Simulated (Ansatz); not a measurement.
Crystal: MnO.

```
Mn O
1.0
     0.00000    2.22391    2.22391
     2.22391    0.00000    2.22391
     2.22391    2.22391    0.00000
Mn O
1 1
Direct
  0.00000 0.00000 0.00000
  0.50000 0.50000 0.50000
```

The cell is a database's computed one.

- Program: Ansatz 0.2.0
- Task: relaxation of cell and atoms
- Functional: PBE
- Dispersion: D4
- Potentials or basis: Ansatz PAW
- Cutoff: 420 eV (not typed: the program's choice for these potentials)
- k mesh: 10 × 10 × 10
- Occupations: fermi-dirac, width 0.05 eV
- Spin: collinear spin, ferromagnetic start
- Starting moments: [4.0, 0.0] μB

At the start: volume 11.00 Å³/atom.

Where does the relaxation end?

It ends after 8 steps and the volume is 10.62 Å³/atom (-3.5 %); space group Fm-3m (No. 225, to 0.05 Å); moment 4.68 μB per cell.

Step by step:
| step | energy change (eV) | largest force (eV/Å) | volume (Å³) |
| --- | --- | --- | --- |
| 1 | 0.0000 | 0.0000 | 22.00 |
| 2 | -0.0063 | 0.0000 | 21.66 |
| 3 | -0.0088 | 0.0000 | 21.40 |
| 4 | -0.0093 | 0.0000 | 21.30 |
| 5 | -0.0094 | 0.0000 | 21.28 |
| 6 | -0.0071 | 0.0000 | 21.28 |
| 7 | -0.0073 | 0.0000 | 21.24 |
| 8 | -0.0070 | 0.0000 | 21.24 |

Final structure:
```xyz
2
Lattice="0.0000 2.1979 2.1979 2.1979 0.0000 2.1979 2.1979 2.1979 0.0000" Properties=species:S:1:pos:R:3 pbc="T T T"
Mn    0.0000    0.0000    0.0000
O     2.1979    2.1979    2.1979
```

Caveat: the plane-wave basis is chosen anew once the cell has moved, so the energies of steps on either side of that aren't comparable; the pressure holds a Pulay correction of +0.6 GPa for the finite cutoff; a cell with one magnetic atom can't hold antiferromagnetic order, which such compounds often take.
